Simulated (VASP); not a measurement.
InP:

```
In P
1.0
     0.00000    2.93933    2.93933
     2.93933    0.00000    2.93933
     2.93933    2.93933    0.00000
In P
1 1
Direct
  0.00000 0.00000 0.00000
  0.25000 0.25000 0.25000
```

Base run:

* Program: VASP 6.6.1
* Functional: PBE-EpsX
* Potentials or basis: VASP PAW PBE potentials, release 64 (In_d, P)
* Cutoff: 520 eV
* k mesh: 6 × 6 × 6
* Occupations: gaussian, width 0.03 eV
* Spin: no spin polarisation

Its results: band gap on the k mesh 1.00 eV, direct; pressure 2.0 GPa.

**Question.** The run is repeated on the same cell with these changes: functional from PBE-EpsX to PBE. What comes out?

**Answer.** Band gap on the k mesh 0.66 eV, direct; pressure 2.6 GPa.

PBE-EpsX gives the wider gap, since exact exchange removes part of the self-interaction.

Caveats: spin-orbit coupling is left out, which moves the levels of the heavy elements; the PAW data sets were made with another functional, which shifts forces and pressure a little (some runs).
